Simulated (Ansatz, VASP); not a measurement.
**HgTe: VASP beside Ansatz**

```xyz
2
Lattice="0.0000 3.1800 3.1800 3.1800 0.0000 3.1800 3.1800 3.1800 0.0000" Properties=species:S:1:pos:R:3 pbc="T T T"
Hg    0.0000    0.0000    0.0000
Te    3.1800    3.1800    3.1800
```

Measurements of this composition are mostly on another form, of space group No. 216.

Alike in both runs: task single point; functional PBE; k mesh 7 × 7 × 7; occupations gaussian, width 0.05 eV; no spin polarisation.

|  | VASP | Ansatz |
| --- | --- | --- |
| version | VASP 6.6.1 | Ansatz 0.2.0 |
| potentials or method | VASP PAW PBE potentials, release 64 (Hg, Te), cutoff 520 eV | all-electron LAPW, scalar-relativistic |

```csv
,VASP,Ansatz,Ansatz less VASP
gap on the k mesh at the Fermi level (eV),none,none,-
pressure (GPa),-3.7,-3.7,-0.06
```

A gap of «none» marks a metal or a gap that the smearing closes. Ansatz ran all-electron here, so the differences hold the error of VASP's frozen core and of both bases.

The runs have no spin-orbit coupling, so splittings on Hg, Te are missing.
